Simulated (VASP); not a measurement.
## KI in VASP 6.6.1, single-point calculation

INCAR

```
AMIX = 2
BMIX = 0.0001
NELM = 59
PREC = Accurate
EDIFF = 1E-7
LWAVE = .FALSE.
LREAL = .FALSE.
NBANDS = 15
NSW = 0
ISMEAR = 0
LASPH = .TRUE.
ENCUT = 520
GGA = CA
IMIX = 1
ISIF = 2
IBRION = -1
LCHARG = .FALSE.
SIGMA = 0.01
```

KPOINTS

```
KPOINTS created by Atomic Simulation Environment
0
Gamma
6 6 6
0 0 0
```

POSCAR

```
K  I
 1.0000000000000000
    -0.0000000000000000    3.5442849964056475    3.5442849964056475
     3.5442849964056475   -0.0000000000000000    3.5442849964056475
     3.5442849964056475    3.5442849964056475   -0.0000000000000000
 K   I
   1   1
Cartesian
 -0.0000000000000000 -0.0000000000000000 -0.0000000000000000
  3.5442849964056471  3.5442849964056471  3.5442849964056471
```

The recommended LDA PAW datasets give the neutral cell 16 valence electrons.

Command

```
mpirun -np 1 vasp_std
```

OSZICAR

```
N       E                     dE             d eps       ncg     rms          rms(c)
DAV:   1     0.928390917674E+02    0.92839E+02   -0.64134E+03   480   0.907E+02
DAV:   2    -0.216308363437E+00   -0.93055E+02   -0.86130E+02   606   0.226E+02
DAV:   3    -0.593813031251E+01   -0.57218E+01   -0.56912E+01   627   0.458E+01
DAV:   4    -0.622364569217E+01   -0.28552E+00   -0.28541E+00   848   0.978E+00
DAV:   5    -0.622523629115E+01   -0.15906E-02   -0.15905E-02   648   0.748E-01    0.317E+00
DAV:   6    -0.693203252515E+01   -0.70680E+00   -0.41094E+00   599   0.132E+01    0.357E+00
DAV:   7    -0.138582268650E+02   -0.69262E+01   -0.35025E+01   564   0.295E+01    0.122E+01
DAV:   8    -0.765193793591E+02   -0.62661E+02   -0.36762E+02   743   0.905E+01    0.679E+01
DAV:   9    -0.181128328994E+04   -0.17348E+04   -0.15153E+04   869   0.502E+02    0.576E+03
DAV:  10    -0.907640399513E+04   -0.72651E+04   -0.69319E+04   960   0.952E+02    0.129E+04
DAV:  11    -0.203613761490E+05   -0.11285E+05   -0.10058E+05   896   0.172E+03    0.168E+04
DAV:  12    -0.366376890835E+05   -0.16276E+05   -0.15738E+05   960   0.166E+03    0.235E+04
DAV:  13    -0.574426080106E+05   -0.20805E+05   -0.17983E+05   856   0.280E+03    0.309E+04
DAV:  14    -0.837181910980E+05   -0.26276E+05   -0.25620E+05   960   0.255E+03    0.401E+04
DAV:  15    -0.114393869063E+06   -0.30676E+05   -0.26575E+05   840   0.379E+03    0.495E+04
DAV:  16    -0.150868771826E+06   -0.36475E+05   -0.35456E+05   960   0.350E+03    0.598E+04
```

Standard output (part)

```
POSCAR found type information on POSCAR K I
 POSCAR found :  2 types and       2 ions
 LDA part: xc-table for (Slater(with rela. corr.)+CA(PZ))
 , standard interpolation
 POSCAR, INCAR and KPOINTS ok, starting setup
 WAVECAR not read
 entering main loop
|     EEEEEEE  RRRRRR   RRRRRR   OOOOOOO  RRRRRR      ###     ###     ###     |
|     E        R     R  R     R  O     O  R     R     ###     ###     ###     |
|     E        R     R  R     R  O     O  R     R     ###     ###     ###     |
|     EEEEE    RRRRRR   RRRRRR   O     O  RRRRRR       #       #       #      |
|     E        R    R   R    R   O     O  R    R      ###     ###     ###     |
|     EEEEEEE  R     R  R     R  OOOOOOO  R     R     ###     ###     ###     |
|     ERROR FEXCP: supplied Exchange-correletion table                        |
|      is too small, maximal index : 4065                                     |
|       ---->  I REFUSE TO CONTINUE WITH THIS SICK JOB ... BYE!!! <----       |
```

VASP stopped with an error.

Question: Find the fault in these files.

Answer: Mixing far too strong. VASP stopped with an error.
